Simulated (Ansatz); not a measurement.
## Moments in MnO

```
Mn O
1.0
     0.00000    2.40015    2.40015
     2.40015    0.00000    2.40015
     2.40015    2.40015    0.00000
Mn O
1 1
Cartesian
  0.0000 0.0000 0.0000
  1.2001 1.2001 1.2001
```

Atom numbers follow the list: Mn1, O2.

The cell was built from the zincblende type and relaxed in the same program, and has space group F-43m; it needn't be a known or the stable phase.

Semilocal functionals without U often leave such compounds metallic or with too small a gap, and the real magnetic order may differ.

Other magnetic orders may lie lower; this is the state that the run reached.

The calculation used DFT, PBE, all-electron LAPW, scalar-relativistic (Ansatz 0.2.0).

Settings: a Γ-centred 14×14×14 k mesh, Fermi–Dirac smearing of 0.05 eV, basis error target 0.5 meV/atom. PBE unless a row says otherwise.

Energies are extrapolated to zero smearing; site moments are those inside atomic spheres.

The runs: ferromagnetic start; no spin polarisation; spin-orbit coupling on.

Task: Which of the states with an energy lies lowest?

Result: The row "ferromagnetic start", by 880 meV/atom under the next. Orders that need a larger cell weren't tried.

Task: Tabulate energies, moments and gaps of the runs.

Result: 
```json
{"run": "ferromagnetic start", "E − E(first) (meV/atom)": "0", "spin moment Mn1 (μB)": "4.32", "cell spin moment (μB)": "5.00", "gap (eV)": "none", "P (GPa)": "0.0"}
{"run": "no spin polarisation", "E − E(first) (meV/atom)": "880", "spin moment Mn1 (μB)": "0", "cell spin moment (μB)": "0", "gap (eV)": "none", "P (GPa)": "-33.2"}
{"run": "spin-orbit coupling on", "E − E(first) (meV/atom)": "–", "spin moment Mn1 (μB)": "–", "cell spin moment (μB)": "5.00", "gap (eV)": "none", "P (GPa)": "0.0"}
```

From crystal-made all-electron datasets, the contact spin densities (averaged over the Thomson radius about each nucleus) in the first state are Mn1 -2.63, O2 2.00 e/Å³ (up less down).

Task: What Fermi-contact hyperfine field is that at Mn1?

Result: B = (2μ0/3) μB ρs(0) = 7.769 T·Å³ × (-2.63) = -20.4 T, opposed to the magnetisation of the spin-up electrons. Orbital and dipolar fields aren't included.
